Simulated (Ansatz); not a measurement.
**MgO: two normal modes frozen in**

Aim: map the energy of MgO (P6_3mc, No. 186; 8 atoms in the cell) over two coordinates, and find its wells, ridges and stiffness.

Method: DFT PBE, scalar-relativistic, plane waves, PAW, in Ansatz 0.2.0.

2 further runs of the same task are left out: 2 set aside as unsound or not needed.

### Step 1. The system as given

Symmetry: P6_3mc, No. 186, hexagonal system. Conventional cell: a = 3.281 Å, b = 3.281 Å, c = 10.514 Å, α = 90.00°, β = 90.00°, γ = 120.00°. Mg (site symmetry 3m) is surrounded by 4 O at 1.99 to 2.00 Å. Around Mg (site symmetry 3m) lie 4 O at 1.99 to 2.01 Å. O (site symmetry 3m) has 4 Mg at 1.99 Å as nearest neighbours. O (site symmetry 3m) is surrounded by 4 Mg at 2.00 to 2.01 Å.

As a file:

```cif
data_structure
_symmetry_space_group_name_H-M 'P6_3mc'
_symmetry_Int_Tables_number 186
_cell_length_a 3.2805
_cell_length_b 3.2805
_cell_length_c 10.5139
_cell_angle_alpha 90.000
_cell_angle_beta 90.000
_cell_angle_gamma 120.000
_cell_volume 97.99
loop_
_atom_site_label
_atom_site_type_symbol
_atom_site_symmetry_multiplicity
_atom_site_Wyckoff_symbol
_atom_site_fract_x
_atom_site_fract_y
_atom_site_fract_z
_atom_site_occupancy
Mg1 Mg 2 b 0.33333 0.66667 0.96949 1
Mg2 Mg 2 a 0.00000 0.00000 0.22082 1
O1 O 2 b 0.33333 0.66667 0.78004 1
O2 O 2 a 0.00000 0.00000 0.52964 1
```

It goes back to an entry of the Materials Project, which need not be the stable form.

This cell was relaxed beforehand with the same method: volume 12.25 Å³/atom, gap on the mesh 3.46 eV.

### Step 3. Setting up the map

The energy is mapped over two normal modes frozen in (zone-centre modes of the cell shown).

The axes are (1) amplitude of mode 4 (113 cm⁻¹), largest displacement: 7 values from −0.33 Å; (2) amplitude of mode 5 (113 cm⁻¹), largest displacement: 7 values from −0.33 Å.

Nothing else is relaxed (the cell and all other modes fixed). Energies count from the relaxed high-symmetry cell. Points are written as (first, second).

The patterns, per unit of each coordinate (Å):

```
atom      x1     y1     z1     x2      y2     z2
 Mg1   1.000  0.000  0.000  0.000   1.000  0.000
 Mg2  -0.697  0.000  0.000  0.000  -0.697  0.000
 Mg3   0.697  0.000  0.000  0.000   0.697  0.000
 Mg4  -1.000  0.000  0.000  0.000  -1.000  0.000
  O5   0.754  0.000  0.000  0.000   0.754  0.000
  O6  -0.915  0.000  0.000  0.000  -0.915  0.000
  O7   0.915  0.000  0.000  0.000   0.915  0.000
  O8  -0.754  0.000  0.000  0.000  -0.754  0.000
```

(The set-up runs are not shown.)

### Step 4. Grid point (0.00 Å, −0.11 Å)

The input, input.yaml:

```yaml
crystal:
  lattice:
    - [3.2805263433, 0.0, 0.0]
    - [-1.6402631717, 2.8410191511, 0.0]
    - [0.0, 0.0, 10.5138967343]
  atoms:
    - { symbol: Mg, position: [0.3139740833, 0.6279481667, 0.9694906392] }
    - { symbol: Mg, position: [0.0134979456, 0.0269958911, 0.2208211786] }
    - { symbol: Mg, position: [-0.0134979456, -0.0269958911, 0.7208211786] }
    - { symbol: Mg, position: [0.6860259167, 0.3720518333, 0.4694906392] }
    - { symbol: O, position: [0.3187322647, 0.6374645293, 0.7800420079] }
    - { symbol: O, position: [0.0177099873, 0.0354199746, 0.5296443544] }
    - { symbol: O, position: [-0.0177099873, -0.0354199746, 0.0296443544] }
    - { symbol: O, position: [0.6812677353, 0.3625354707, 0.2800420079] }
basis:
  ecutwfc: 520.0
kpoints:
  mp_grid: { grid: [9, 9, 2] }
hamiltonian:
  xc: pbe
  pseudopotentials: { kind: paw, azcp: { folder: soft_1 } }
scf:
  occupations: { method: gaussian, width: 0.05 }
output:
  forces: true
  stress: true
  eigenvalues: true
```

On the command line:

```sh
> ansatz run input.yaml --threads 2 --pin off --max-ram 4096MiB --backend cpu --events-out ev --progress --plain --runs-dir out
```

The session goes on with these runs: the other points that were computed.

Q: Predict the outcome of this session. Wanted: lowest point; highest computed point; modes; pressure.

The runs gave:

| quantity | value |
| --- | --- |
| lowest point | (0.00 Å, 0.00 Å), 0.000 eV |
| highest computed point | (−0.33 Å, 0.33 Å), 0.694 eV above the lowest |
| modes | 24 from 0 to 632 cm⁻¹ |
| pressure (GPa) | −1.38 at (−0.33 Å, −0.33 Å) to 0.00 at (0.00 Å, 0.00 Å); 0.00 at the lowest point |
| time for all points | 14 min on 2 threads, shared host |

In words: The cell is stable against its own zone-centre modes, which says nothing of other wave vectors. The lowest computed point is at (0.00 Å, 0.00 Å), which is the relaxed high-symmetry cell itself. No other kind of well shows on this grid. The highest computed point, (−0.33 Å, 0.33 Å), lies 0.694 eV above the lowest. Round the minimum the two coordinates are nearly uncoupled.
